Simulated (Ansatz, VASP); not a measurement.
**HfB in VASP and in Ansatz**

The input INCAR:

```
PREC = Accurate
ENCUT = 520
EDIFF = 1E-6
ISMEAR = 0
SIGMA = 0.1
LREAL = False
LASPH = True
NELM = 100
ALGO = Normal
ISIF = 2
LWAVE = False
LCHARG = False
GGA = PS
NBANDS = 14
```

File KPOINTS:

```
regular mesh
0
Gamma
  6 6 6
```

The input POSCAR:

```
HfB
1.0
    0.0000000000      2.3100000000      2.3100000000
    2.3100000000      0.0000000000      2.3100000000
    2.3100000000      2.3100000000      0.0000000000
Hf B
1 1
Direct
    0.5000000000      0.5000000000      0.5000000000
    0.0000000000      0.0000000000      0.0000000000
```

Input for Ansatz:

```yaml
crystal:
  lattice:
    - [0.0, 2.31, 2.31]
    - [2.31, 0.0, 2.31]
    - [2.31, 2.31, 0.0]
  atoms:
    - { symbol: Hf, position: [0.5, 0.5, 0.5] }
    - { symbol: B, position: [0.0, 0.0, 0.0] }
basis:
  ecutwfc: 420
kpoints:
  mp_grid: { grid: [6, 6, 6] }
hamiltonian:
  xc: pbesol
scf:
  occupations: { method: gaussian, width: 0.1 }
output:
  forces: true
  stress: true
  eigenvalues: true
```

Alike in both runs: task single point; functional PBEsol; k mesh 6 × 6 × 6; occupations gaussian, width 0.1 eV; no spin polarisation.

|  | VASP | Ansatz |
| --- | --- | --- |
| version | VASP 6.6.1 | Ansatz 0.2.0 |
| potentials or method | VASP PAW PBE potentials, release 64 (Hf_pv, B) | scalar-relativistic, plane waves, PAW |
| plane-wave cutoff (eV) | 520 | 420 |
| valence electrons in the cell | 13 | 29 |

Ansatz gave:

* gap on the k mesh at the Fermi level (eV): none
* pressure (GPa): 23.6

What did VASP give for the same quantities?

gap on the k mesh at the Fermi level (eV): none; pressure (GPa): 24.6.

A gap of «none» marks a metal or a gap that the smearing closes. With one functional, cell and mesh, what is left measures potentials, basis and numerics. The two sets of potentials don't hold the same shells in valence.

Caveats: the k mesh is coarse (spacing up to 0.39 Å⁻¹), so the values aren't converged; so large a pressure means that the cell lies far from this level's equilibrium, or that cutoff or potentials fall short (VASP); the potentials were made for another functional, which shifts forces and pressure (VASP). The runs have no spin-orbit coupling, so splittings on Hf are missing.
